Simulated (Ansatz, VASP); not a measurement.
# Two plane-wave programs on SnSe

```xyz
2
Lattice="0.0000 2.9849 2.9849 2.9849 0.0000 2.9849 2.9849 2.9849 0.0000" Properties=species:S:1:pos:R:3 pbc="T T T"
Sn    0.0000    0.0000    0.0000
Se    2.9849    2.9849    2.9849
```

Alike in both runs: task single point; functional r2SCAN; k mesh 8 × 8 × 8; no spin polarisation.

|  | VASP | Ansatz |
| --- | --- | --- |
| version | VASP 6.6.1 | Ansatz 0.2.0 |
| potentials or method | VASP PAW PBE potentials, release 64 (Sn_d, Se) | plane waves, PAW |
| plane-wave cutoff (eV) | 520 | 500 |
| occupations | gaussian, width 0.01 eV | fixed |
| valence electrons in the cell | 20 | 30 |

|  | VASP | Ansatz | Ansatz less VASP |
| --- | --- | --- | --- |
| gap on the k mesh at the Fermi level (eV) | 0.57 | 0.57 | 0.000 |
| pressure (GPa) | 1.3 | 1.3 | -0.01 |

The two sets of potentials don't hold the same shells in valence.

Caveats: the PAW data sets were made with another functional, which shifts forces and pressure a little (VASP); spin-orbit coupling is left out, which moves the levels of the heavy elements. A k mesh can miss the band edges.
